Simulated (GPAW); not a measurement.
Runs of GPAW 26.7.0 on Os. The structure is hexagonal, space group P6_3/mmc (No. 194). Conventional cell: a = 2.734 Å, b = 2.734 Å, c = 4.320 Å, α = 90.00°, β = 90.00°, γ = 120.00°. Os (site symmetry -6m2) is surrounded by 12 Os at 2.68 to 2.73 Å. 

```tsv
task	level	potentials or basis	spin	cell	k mesh	cutoff (eV)	maxiter	kernel	eta	response ecut	domega0	grid spacing	gap on the mesh (eV)	pressure (GPa)	V0 of scaled cells (Å³/atom)	relaxed volume (Å³/atom)	B0 (GPa)
single point	LDA	the program's PAW data sets (release 1.2.1) made for this functional, pw	off	as given	9 × 9 × 5	500	80	-	-	-	-	-	none	(a)	-	-	-
equation of state	LDA	PAW data sets generated in the run's folder for this functional, pw	off	as given	8 × 8 × 5	600	150	-	-	-	-	-	-	-	13.55	-	452
energy-loss spectrum	PBE	GPAW PAW data sets (gpaw-data 1.2.1), pw	off	as given	9 × 9 × 5	600	150	ALDA	0.1 eV	40 eV	0.1 eV	-	none	-	-	-	-
equation of state	PBE	GPAW PAW data sets (gpaw-data 1.2.1), pw	off	as given	11 × 11 × 6	600	150	-	-	-	-	-	-	-	(b)	-	399
relaxation of cell and atoms	RPBE+D4	the program's PAW data sets (release 1.2.1) made for this functional, pw	off	relaxed	8 × 8 × 5	600	150	-	-	-	-	-	none	-0.1	-	13.89	-
relaxation of cell and atoms	revPBE+D4	the program's PAW data sets (release 1.2.1) made for this functional, pw	off	relaxed	8 × 8 × 5	600	150	-	-	-	-	-	none	-0.1	-	13.91	-
```

Alike in all rows: smearing fermi-dirac 0.05 eV.

Question: Fill in the values left out.

Answer: (a) -13.2; (b) 14.20.

Caveats: the cell was scaled at fixed shape and fractional positions, which overstates the stiffness of a crystal with free parameters, most of all of layers and chains (some runs); later steps reuse the first step's grids (some runs); pairwise dispersion overbinds metals, which lowers pressure and volume (some runs); the cutoff is short for stress and forces, so pressures can be off by a GPa or more (some runs); the highest transitions drop out of the frequency grid (some runs); the Lanczos chain is short for so many electrons, so humps in the spectrum may be artefacts (some runs).

A k mesh can miss the band edges, and the runs leave out spin-orbit coupling on Os.

A gap of «none» marks a metal or a gap under the smearing width.

Not every run made on this cell is shown here.
